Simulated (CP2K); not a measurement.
Runs of CP2K 2026.2 on WC. All rows change the cell; the cell of one of them follows. Symmetry: R-3m, No. 166, trigonal system. Conventional cell: a = 3.101 Å, b = 3.101 Å, c = 7.292 Å, α = 90.00°, β = 90.00°, γ = 120.00°. W (site symmetry -3m) is surrounded by 6 C at 2.16 Å. C (site symmetry -3m) is surrounded by 6 W at 2.16 Å. Measurements of this composition are mostly on another form, of space group No. 187.

| cell | gap on the mesh (eV) | pressure (GPa) |
| --- | --- | --- |
| strain_c = -0.04 | none | 3.6 |
| strain_c = 0.02 | none | -18.0 |
| strain_c = 0.04 | none | (b) |
| strain_c = 0.06 | none | -28.6 |
| strain_c = 0 | none | (a) |
| strain_c = -0.02 | none | -4.5 |

Alike in all rows: task band structure; level PBEsol; potentials or basis POTENTIAL_UZH W GTH-PBE-q14, C GTH-PBE-q4; TZVP-MOLOPT-PBE-GTH basis; no spin polarisation; k mesh 10 × 10 × 10; smearing fermi-dirac 0.05 eV.

Problem. Fill in the values left out.

Solution. (a) -11.6; (b) -23.6.

Caveats: the potentials were made for another functional, which shifts forces and pressure; spin-orbit coupling is left out, which moves the levels of the heavy elements; the basis of atomic orbitals isn't converged, which shifts pressures, moduli and gaps.

A k mesh can miss the band edges, and the runs leave out spin-orbit coupling on W.

A gap of «none» marks a metal or a gap under the smearing width.
